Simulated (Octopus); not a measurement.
Ta:

```
CELL_PARAMETERS angstrom
2.90037 0.00000 0.00000
-1.45019 2.51180 0.00000
0.00000 0.00000 5.16627
ATOMIC_POSITIONS crystal
Ta 0.33333 0.66667 0.25000
Ta 0.66667 0.33333 0.75000
```

This isn't the form of Ta at room conditions, which is bcc.

```yaml
Program: Octopus 16.4
Task: single point
Functional: PBEsol
Potentials_or_basis: pseudodojo_pbesol (PseudoDojo 0.4, PBEsol)
Grid_spacing: 0.145 × 0.145 × 0.148 Å
k_mesh: 11 × 11 × 5
Occupations: fermi-dirac, width 0.05 eV
Spin: no spin polarisation
```

On this cell: largest force under 0.003 eV/Å; band gap on the k mesh none (metal or under the smearing width).

The same run follows on a disturbed copy (atoms moved at random, drawn with an rms of 0.05 Å):

```xyz
2
Lattice="2.9004 0.0000 0.0000 -1.4502 2.5118 0.0000 0.0000 0.0000 5.1663" Properties=species:S:1:pos:R:3 pbc="T T T"
Ta   -0.0172    1.6891    1.2547
Ta    1.4505    0.8163    3.9226
```

Task: What does the disturbed cell give?

Result: The energy (extrapolated to zero smearing) moves by +18.2 meV/atom; largest force 0.890 eV/Å; band gap on the k mesh none (metal or under the smearing width).

Forces on the atoms (eV/Å):
```
Ta  -0.023  0.040  0.888
Ta   0.023 -0.040 -0.888
```
